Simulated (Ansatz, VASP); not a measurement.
# One calculation of Pt, two programs

Contents of INCAR:

```
SYSTEM = Pt
ALGO = Fast
EDIFF = 1E-7
ENCUT = 520
GGA = PE
ISIF = 2
ISMEAR = 0
LASPH = .True.
LCHARG = .False.
LREAL = .False.
LWAVE = .False.
NBANDS = 11
NELM = 100
PREC = Accurate
SIGMA = 0.15
```

File KPOINTS:

```
k-points
0
Gamma
  10 10 10
  0 0 0
```

File POSCAR:

```
Pt
1.0
    0.0000000000      1.9725842500      1.9725842500
    1.9579000000      0.0146842500      1.9579000000
    1.9579000000      1.9579000000      0.0146842500
Pt
1
Direct
    0.0000000000      0.0000000000      0.0000000000
```

Input for Ansatz:

```yaml
crystal:
  lattice:
    - [0.0, 1.97258425, 1.97258425]
    - [1.9579, 0.01468425, 1.9579]
    - [1.9579, 1.9579, 0.01468425]
  atoms:
    - { symbol: Pt, position: [0.0, 0.0, 0.0] }
basis:
  ecutwfc: 420
kpoints:
  mp_grid: { grid: [10, 10, 10] }
hamiltonian:
  xc: pbe
scf:
  occupations: { method: gaussian, width: 0.15 }
output:
  forces: true
  stress: true
  eigenvalues: true
```

Change from the starting cell: strain +0.0150 x Voigt [0, 0, 0, 1, 0, 0], atoms carried along.

Alike in both runs: task single point; functional PBE; k mesh 10 × 10 × 10; occupations gaussian, width 0.15 eV; no spin polarisation.

```csv
,VASP,Ansatz
version,VASP 6.6.1,Ansatz 0.2.0
potentials or method,"VASP PAW PBE potentials, release 64 (Pt)","scalar-relativistic, plane waves, PAW"
plane-wave cutoff (eV),520,420
valence electrons in the cell,10,18
```

Ansatz gave:

```
gap on the k mesh at the Fermi level (eV)       : none
pressure (GPa)                                  : 11.8
largest component of the traceless stress (GPa) : 1.36
```

Estimate VASP's values.

gap on the k mesh at the Fermi level (eV): none; pressure (GPa): 11.3; largest component of the traceless stress (GPa): 1.37.

A gap of «none» marks a metal or a gap that the smearing closes. With one functional, cell and mesh, what is left measures potentials, basis and numerics. The two sets of potentials don't hold the same shells in valence.

Spin-orbit coupling is left out, which matters for the levels of Pt.
